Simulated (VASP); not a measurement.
# Cr (Im-3m) in VASP: further runs, part 2 of 2

VASP 6.6.1.

### 5 Equation of state, PBEsol, collinear spin, ferromagnetic start, 13.35 Å³/atom (volume scaled by 1.02)

Input file INCAR:

```
  ALGO = Normal
  EDIFF = 1E-7
  ENCUT = 520
  GGA = PS
  ISIF = 2
  ISMEAR = -1
  ISPIN = 2
  LASPH = True
  LCHARG = False
  LMAXMIX = 4
  LORBIT = 11
  LREAL = False
  LWAVE = False
  MAGMOM = 3
  NBANDS = 16
  NELM = 120
  PREC = Accurate
  SIGMA = 0.05
```

Input file KPOINTS:

```
k-points
0
Gamma
  12 12 12
```

Input file POSCAR:

```
Cr
1.0
   -1.4942807567      1.4942807567      1.4942807567
    1.4942807567     -1.4942807567      1.4942807567
    1.4942807567      1.4942807567     -1.4942807567
Cr
1
Direct
    0.0000000000      0.0000000000      0.0000000000
```

Run with:

```
> cat potpaw_PBE.64/Cr_pv/POTCAR > POTCAR
> mpirun -np 1 vasp_std > vasp.out
```

Run time: 17 s. Hardware: 1 thread of AMD EPYC 9R45 (Zen 5), shared host; peak memory 0.11 GiB.

It converged, with:

* Free energy: -9.9623 eV
* Pressure: -34.9 GPa
* Band gap on the k mesh: none (metal or under the smearing width)
* Net moment: 0.00 μB per cell
* Valence electrons inside the program's atomic spheres: Cr 10.78

Caveat: the starting moments collapsed, and a magnetic state may lie lower; the cell as given lies far from equilibrium; the potentials were made for another functional, which shifts forces and pressure.

### 6 Equation of state, PBEsol, collinear spin, ferromagnetic start, 13.61 Å³/atom (volume scaled by 1.04)

INCAR is that of step 5.

KPOINTS is that of step 5.

Input file POSCAR:

```
Cr
1.0
   -1.5039841504      1.5039841504      1.5039841504
    1.5039841504     -1.5039841504      1.5039841504
    1.5039841504      1.5039841504     -1.5039841504
Cr
1
Direct
    0.0000000000      0.0000000000      0.0000000000
```

Potentials or basis: VASP PAW PBE potentials, release 64 (Cr_pv).

Run with:

```
> cat potpaw_PBE.64/Cr_pv/POTCAR > POTCAR
> mpirun -np 1 vasp_std > vasp.out
```

Run time: 17 s. Hardware: 1 thread of AMD EPYC 9R45 (Zen 5), shared host; peak memory 0.11 GiB.

Results (log left out):

```yaml
Free_energy: -9.9036 eV
Pressure: -37.0 GPa
Band_gap_on_the_k_mesh: none (metal or under the smearing width)
Net_moment: 0.00 μB per cell
Valence_electrons_inside_the_program's_atomic_spheres: Cr 10.75
```

Caveat: the starting moments collapsed, and a magnetic state may lie lower; the cell as given lies far from equilibrium; the potentials were made for another functional, which shifts forces and pressure.

### 7 Equation of state, PBEsol, collinear spin, ferromagnetic start, 13.87 Å³/atom (volume scaled by 1.06)

INCAR is that of step 6.

KPOINTS is that of step 6.

Input file POSCAR:

```
Cr
1.0
   -1.5135639255      1.5135639255      1.5135639255
    1.5135639255     -1.5135639255      1.5135639255
    1.5135639255      1.5135639255     -1.5135639255
Cr
1
Direct
    0.0000000000      0.0000000000      0.0000000000
```

Run with:

```
> cat potpaw_PBE.64/Cr_pv/POTCAR > POTCAR
> mpirun -np 1 vasp_std > vasp.out
```

Wall time 18 s (1 thread of AMD EPYC 9R45 (Zen 5), shared host); peak memory 0.11 GiB.

It converged, with:

```yaml
Free_energy: -9.8418 eV
Pressure: -38.8 GPa
Band_gap_on_the_k_mesh: none (metal or under the smearing width)
Net_moment: 0.00 μB per cell
Valence_electrons_inside_the_program's_atomic_spheres: Cr 10.72
```

Caveat: the starting moments collapsed, and a magnetic state may lie lower; the cell as given lies far from equilibrium; the potentials were made for another functional, which shifts forces and pressure.

### 8 Equation of state, PBEsol, collinear spin, ferromagnetic start

No new run: the results of the series are fitted here.

Results:

```yaml
Equilibrium_volume: "11.12 Å³/atom (rough: see the caveat)"
Bulk_modulus: 287 GPa (rough)
```

Energy against volume, from the lowest point:
| volume (Å³/atom) | energy (meV/atom) |
| --- | --- |
| 12.299 | 0.00 |
| 12.561 | 40.66 |
| 12.823 | 86.75 |
| 13.084 | 137.59 |
| 13.346 | 192.60 |
| 13.608 | 251.26 |
| 13.870 | 313.09 |

Caveat: the minimum lies outside the volumes run; the PAW data sets were made with another functional, which shifts forces and pressure a little.

### 9 Equation of state, PBE, collinear spin, ferromagnetic start, 12.30 Å³/atom (volume scaled by 0.94)

Input file INCAR:

```
SYSTEM = Cr
  PREC = Accurate
  ENCUT = 520
  EDIFF = 1E-7
  ISMEAR = -1
  SIGMA = 0.05
  LREAL = .False.
  LASPH = .True.
  NELM = 120
  ALGO = Normal
  ISIF = 2
  LWAVE = .False.
  LCHARG = .False.
  ISPIN = 2
  MAGMOM = 3
  LORBIT = 11
  LMAXMIX = 4
  GGA = PE
  NBANDS = 16
```

Input file KPOINTS:

```
Automatic mesh
0
Gamma
  12 12 12
  0 0 0
```

Input file POSCAR:

```
Cr
1.0
   -1.4541462833      1.4541462833      1.4541462833
    1.4541462833     -1.4541462833      1.4541462833
    1.4541462833      1.4541462833     -1.4541462833
Cr
1
Direct
    0.0000000000      0.0000000000      0.0000000000
```

Potentials or basis: VASP PAW PBE potentials, release 64 (Cr_pv).

Run with:

```
> cat potpaw_PBE.64/Cr_pv/POTCAR > POTCAR
> mpirun -np 1 vasp_std > vasp.out
```

It took 34 s on 1 thread of Intel Xeon Platinum 8488C (Sapphire Rapids), shared host; peak memory 0.14 GiB.

It converged, with:

- Free energy: -9.4836 eV
- Pressure: -14.8 GPa
- Band gap on the k mesh: none (metal or under the smearing width)
- Net moment: 0.00 μB per cell
- Valence electrons inside the program's atomic spheres: Cr 10.93

Caveat: the starting moments collapsed, and a magnetic state may lie lower.

### 10 Equation of state, PBE, collinear spin, ferromagnetic start, 12.56 Å³/atom (volume scaled by 0.96)

Input file INCAR:

```
  PREC = Accurate
  ENCUT = 520
  EDIFF = 1E-7
  ISMEAR = -1
  SIGMA = 0.05
  LREAL = False
  LASPH = True
  NELM = 150
  ALGO = Normal
  ISIF = 2
  LWAVE = False
  LCHARG = False
  ISPIN = 2
  MAGMOM = 3
  LORBIT = 11
  LMAXMIX = 4
  GGA = PE
  NBANDS = 16
```

Input file KPOINTS:

```
Automatic mesh
0
Gamma
  12 12 12
```

Input file POSCAR:

```
Cr
1.0
   -1.4643870875      1.4643870875      1.4643870875
    1.4643870875     -1.4643870875      1.4643870875
    1.4643870875      1.4643870875     -1.4643870875
Cr
1
Direct
    0.0000000000      0.0000000000      0.0000000000
```

Run with:

```
> cat potpaw_PBE.64/Cr_pv/POTCAR > POTCAR
> mpirun -np 1 vasp_std > vasp.out
```

Wall time 29 s (1 thread of Intel Xeon Platinum 8488C (Sapphire Rapids), shared host); peak memory 0.14 GiB.

Results (log left out):

- Free energy: -9.4563 eV
- Pressure: -18.7 GPa
- Band gap on the k mesh: none (metal or under the smearing width)
- Net moment: 0.00 μB per cell
- Valence electrons inside the program's atomic spheres: Cr 10.89

Caveat: the starting moments collapsed, and a magnetic state may lie lower.

### 11 Equation of state, PBE, collinear spin, ferromagnetic start, 12.82 Å³/atom (volume scaled by 0.98)

Input file INCAR:

```
SYSTEM = Cr
  PREC = Accurate
  ENCUT = 520
  EDIFF = 1E-7
  ISMEAR = -1
  SIGMA = 0.05
  LREAL = .False.
  LASPH = .True.
  NELM = 100
  ALGO = Normal
  ISIF = 2
  LWAVE = .False.
  LCHARG = .False.
  ISPIN = 2
  MAGMOM = 3
  LORBIT = 11
  LMAXMIX = 4
  GGA = PE
  NBANDS = 16
```

Input file KPOINTS:

```
Automatic mesh
0
Gamma
  12 12 12
  0 0 0
```

Input file POSCAR:

```
Cr
1.0
   -1.4744866279      1.4744866279      1.4744866279
    1.4744866279     -1.4744866279      1.4744866279
    1.4744866279      1.4744866279     -1.4744866279
Cr
1
Direct
    0.0000000000      0.0000000000      0.0000000000
```

Run with:

```
> cat potpaw_PBE.64/Cr_pv/POTCAR > POTCAR
> mpirun -np 1 vasp_std > vasp.out
```

Wall time 32 s (1 thread of Intel Xeon Platinum 8488C (Sapphire Rapids), shared host); peak memory 0.14 GiB.

It converged, with:

| Quantity | Value |
| --- | --- |
| Free energy | -9.4231 eV |
| Pressure | -22.1 GPa |
| Band gap on the k mesh | none (metal or under the smearing width) |
| Net moment | 0.00 μB per cell |
| Valence electrons inside the program's atomic spheres | Cr 10.85 |

Caveat: the starting moments collapsed, and a magnetic state may lie lower.

### 12 Equation of state, PBE, collinear spin, ferromagnetic start, 13.35 Å³/atom (volume scaled by 1.02)

Input file INCAR:

```
PREC = Accurate ; ENCUT = 520
EDIFF = 1E-7 ; ISMEAR = -1
SIGMA = 0.05 ; LREAL = F
LASPH = T ; NELM = 100
ALGO = Normal ; ISIF = 2
LWAVE = F ; LCHARG = F
ISPIN = 2 ; MAGMOM = 3
LORBIT = 11 ; LMAXMIX = 4
GGA = PE ; NBANDS = 16
```

Input file KPOINTS:

```
regular mesh
0
Gamma
  12 12 12
```

Input file POSCAR:

```
Cr
1.0
   -1.4942807567      1.4942807567      1.4942807567
    1.4942807567     -1.4942807567      1.4942807567
    1.4942807567      1.4942807567     -1.4942807567
Cr
1
Direct
    0.0000000000      0.0000000000      0.0000000000
```

Potentials or basis: VASP PAW PBE potentials, release 64 (Cr_pv).

Run with:

```
> cat potpaw_PBE.64/Cr_pv/POTCAR > POTCAR
> mpirun -np 1 vasp_std > vasp.out
```

Run time: 26 s. Hardware: 1 thread of Intel Xeon Platinum 8488C (Sapphire Rapids), shared host; peak memory 0.14 GiB.

The run converged. Its results:

* Free energy: -9.3416 eV
* Pressure: -27.7 GPa
* Band gap on the k mesh: none (metal or under the smearing width)
* Net moment: 0.00 μB per cell
* Valence electrons inside the program's atomic spheres: Cr 10.78

Caveat: the starting moments collapsed, and a magnetic state may lie lower.

### 13 Equation of state, PBE, collinear spin, ferromagnetic start, 13.61 Å³/atom (volume scaled by 1.04)

Input file INCAR:

```
SYSTEM = Cr
  PREC = Accurate
  ENCUT = 520
  EDIFF = 1E-7
  ISMEAR = -1
  SIGMA = 0.05
  LREAL = .FALSE.
  LASPH = .TRUE.
  NELM = 150
  ALGO = Normal
  ISIF = 2
  LWAVE = .FALSE.
  LCHARG = .FALSE.
  ISPIN = 2
  MAGMOM = 3
  LORBIT = 11
  LMAXMIX = 4
  GGA = PE
  NBANDS = 16
```

Input file KPOINTS:

```
regular mesh
0
G
  12 12 12
  0 0 0
```

Input file POSCAR:

```
Cr
1.0
   -1.5039841504      1.5039841504      1.5039841504
    1.5039841504     -1.5039841504      1.5039841504
    1.5039841504      1.5039841504     -1.5039841504
Cr
1
Direct
    0.0000000000      0.0000000000      0.0000000000
```

Run with:

```
> cat potpaw_PBE.64/Cr_pv/POTCAR > POTCAR
> mpirun -np 1 vasp_std > vasp.out
```

It took 29 s on 1 thread of Intel Xeon Platinum 8488C (Sapphire Rapids), shared host; peak memory 0.14 GiB.

It converged, with:

| Property | Result |
| --- | --- |
| Free energy | -9.2945 eV |
| Pressure | -30.0 GPa |
| Band gap on the k mesh | none (metal or under the smearing width) |
| Net moment | 0.00 μB per cell |
| Valence electrons inside the program's atomic spheres | Cr 10.75 |

Caveat: the starting moments collapsed, and a magnetic state may lie lower; the cell as given lies far from equilibrium.

### 14 Equation of state, PBE, collinear spin, ferromagnetic start, 13.87 Å³/atom (volume scaled by 1.06)

Input file INCAR:

```
SYSTEM = Cr
PREC = Accurate ; ENCUT = 520
EDIFF = 1E-7 ; ISMEAR = -1
SIGMA = 0.05 ; LREAL = .False.
LASPH = .True. ; NELM = 120
ALGO = Normal ; ISIF = 2
LWAVE = .False. ; LCHARG = .False.
ISPIN = 2 ; MAGMOM = 3
LORBIT = 11 ; LMAXMIX = 4
GGA = PE ; NBANDS = 16
```

Input file KPOINTS:

```
regular mesh
0
Gamma
  12 12 12
  0 0 0
```

Input file POSCAR:

```
Cr
1.0
   -1.5135639255      1.5135639255      1.5135639255
    1.5135639255     -1.5135639255      1.5135639255
    1.5135639255      1.5135639255     -1.5135639255
Cr
1
Direct
    0.0000000000      0.0000000000      0.0000000000
```

Run with:

```
> cat potpaw_PBE.64/Cr_pv/POTCAR > POTCAR
> mpirun -np 1 vasp_std > vasp.out
```

It took 40 s on 1 thread of Intel Xeon Platinum 8488C (Sapphire Rapids), shared host; peak memory 0.14 GiB.

It converged, with:

```
Free energy                                           : -9.2439 eV
Pressure                                              : -32.1 GPa
Band gap on the k mesh                                : none (metal or under the smearing width)
Net moment                                            : 0.00 μB per cell
Valence electrons inside the program's atomic spheres : Cr 10.72
```

Caveat: the starting moments collapsed, and a magnetic state may lie lower; the cell as given lies far from equilibrium.

### 15 Equation of state, PBE, collinear spin, ferromagnetic start

Potentials or basis: VASP PAW PBE potentials, release 64 (Cr_pv).

This step only gathers the single runs of the series.

Results:

```yaml
Equilibrium_volume: "11.52 Å³/atom (rough: see the caveat)"
Bulk_modulus: 261 GPa (rough)
```

Energy against volume, from the lowest point:
| volume (Å³/atom) | energy (meV/atom) |
| --- | --- |
| 12.299 | 0.00 |
| 12.561 | 27.28 |
| 12.823 | 60.49 |
| 13.084 | 98.91 |
| 13.346 | 141.95 |
| 13.608 | 189.05 |
| 13.870 | 239.71 |

Caveat: the minimum lies outside the volumes run.
